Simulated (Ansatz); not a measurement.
Runs of Ansatz 0.2.0 on SiC. It takes space group P6_3mc (No. 186, hexagonal). Conventional cell: a = 3.076 Å, b = 3.076 Å, c = 10.071 Å, α = 90.00°, β = 90.00°, γ = 120.00°. Si (site symmetry 3m) is surrounded by 4 C at 1.88 to 1.89 Å. Around Si (site symmetry 3m) lie 4 C at 1.88 to 1.89 Å. C (site symmetry 3m) has 4 Si at 1.88 to 1.89 Å as nearest neighbours. C (site symmetry 3m) has 4 Si at 1.88 to 1.89 Å as nearest neighbours. The cell is a database's computed one.

```csv
task,level,potentials or basis,cell,cutoff (eV),points for each segment of the path,gap on the mesh (eV),pressure (GPa),relaxed volume (Å³/atom),largest force (eV/Å)
band structure,LDA,JTH PAW LDA,as given,780,10,2.18,-4.1,-,0.01
relaxation of cell and atoms,BLYP+D3(BJ),Ansatz PAW,relaxed,420,-,(b),0.0,10.24,0.01
single point,PBE,Ansatz PAW,as given,800,-,2.23,(a),-,0.01
band structure,BPBE,Ansatz PAW,as given,420,10,2.24,4.1,-,0.01
relaxation of cell and atoms,PBEsol+D3(BJ),Ansatz PAW,relaxed,420,-,2.12,0.0,10.16,-
```

Alike in all rows: no spin polarisation; k mesh 10 × 10 × 3; smearing fermi-dirac 0.05 eV.

Problem. Fill in the values left out.

Solution. (a) 3.9; (b) 2.53.

Caveats: odd divisions of the mesh miss points on the zone boundary, where band edges often lie, so the gap on the mesh can be too wide (some runs); the PAW data sets come from PBE, with cores solved anew for the run's functional, which leaves a small shift of forces and pressure (some runs); the plane-wave basis is chosen anew once the cell has moved, so the energies of steps on either side of that aren't comparable (some runs).

A k mesh can miss the band edges.
